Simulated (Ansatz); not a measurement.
# CuO

```
Cu O
1.0
     0.00000    2.12254    2.12254
     2.12254    0.00000    2.12254
     2.12254    2.12254    0.00000
Cu O
1 1
Direct
  0.00000 0.00000 0.00000
  0.50000 0.50000 0.50000
```

Atoms are numbered in the order listed.

The structure comes from a relaxation in the same program, started in the rocksalt type, and has space group Fm-3m. Whether it is a known phase or the ground state wasn't checked.

Without spin polarisation or U, such a compound can come out metallic where the real one is a magnetic insulator.

Methods: DFT, PBE, all-electron LAPW, scalar-relativistic (Ansatz 0.2.0); DFT, PBE, PAW with Ansatz's default frozen-core files, scalar-relativistic (Ansatz 0.2.0).

For LAPW: a Γ-centred 16×16×16 k mesh, Fermi–Dirac smearing of 0.08 eV, basis error target 0.5 meV/atom, no spin polarisation. PAW takes a cutoff of 420 eV at this cell. The Ansatz runs share mesh, smearing and spin set-up. Values come from LAPW unless marked.

```
Band gap                                                                                                               : none: with an odd electron count and no spin polarisation the bands can't all be full, a metal in this set-up (spin order or a larger cell could open a gap)
Density of states at the Fermi level (0.2 eV bin)                                                                      : 1.54 states/eV per cell
Löwdin charges (with 0.11 e of the cell spilling out of the atomic basis, so their sizes and signs hang on that basis) : Cu1 1.05, O2 -0.94 e
Bader charges (from the PAW run)                                                                                       : Cu1 +1.06, O2 -1.06 e
Volume per atom                                                                                                        : 9.56 Å³
Pressure at this cell                                                                                                  : -0.6 kbar
```
